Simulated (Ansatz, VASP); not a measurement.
## AgCl: VASP beside Ansatz

INCAR

```
PREC = Accurate ; ENCUT = 520
EDIFF = 1E-6 ; ISMEAR = 0
SIGMA = 0.03 ; LREAL = F
LASPH = T ; NELM = 100
ALGO = Normal ; ISIF = 2
LWAVE = F ; LCHARG = F
GGA = CA ; NBANDS = 16
```

Contents of KPOINTS:

```
regular mesh
0
Gamma
  10 10 10
```

The input POSCAR:

```
AgCl
1.0
    3.4339730000      0.0000000000      0.0000000000
    0.0000000000      3.5541620550      0.0000000000
    0.0000000000      0.0000000000      3.4339730000
Ag Cl
1 1
Direct
    0.0000000000      0.0000000000      0.0000000000
    0.5000000000      0.5000000000      0.5000000000
```

Input for Ansatz:

```yaml
crystal:
  lattice:
    - [3.433973, 0.0, 0.0]
    - [0.0, 3.554162055, 0.0]
    - [0.0, 0.0, 3.433973]
  atoms:
    - { symbol: Ag, position: [0.0, 0.0, 0.0] }
    - { symbol: Cl, position: [0.5, 0.5, 0.5] }
basis:
  ecutwfc: 420
kpoints:
  mp_grid: { grid: [10, 10, 10] }
hamiltonian:
  xc: lda
scf:
  occupations: { method: gaussian, width: 0.03 }
output:
  forces: true
  stress: true
  eigenvalues: true
```

Change from the starting cell: strain +0.0350 x Voigt [0, 1, 0, 0, 0, 0], atoms carried along.

Alike in both runs: task single point; functional LDA; k mesh 10 × 10 × 10; occupations gaussian, width 0.03 eV; no spin polarisation.

```csv
,VASP,Ansatz
version,VASP 6.6.1,Ansatz 0.2.0
potentials or method,"VASP PAW LDA potentials, release 64 (Ag, Cl)","scalar-relativistic, plane waves, PAW"
plane-wave cutoff (eV),520,420
valence electrons in the cell,18,26
```

```csv
,VASP,Ansatz,Ansatz less VASP
gap on the k mesh at the Fermi level (eV),0.26,0.23,-0.029
least direct gap on the mesh (eV),1.59,1.56,-0.026
pressure (GPa),-8.6,-8.6,+0.03
largest component of the traceless stress (GPa),0.96,0.95,-0.008
```

The two sets of potentials don't hold the same shells in valence.

A k mesh can miss the band edges.
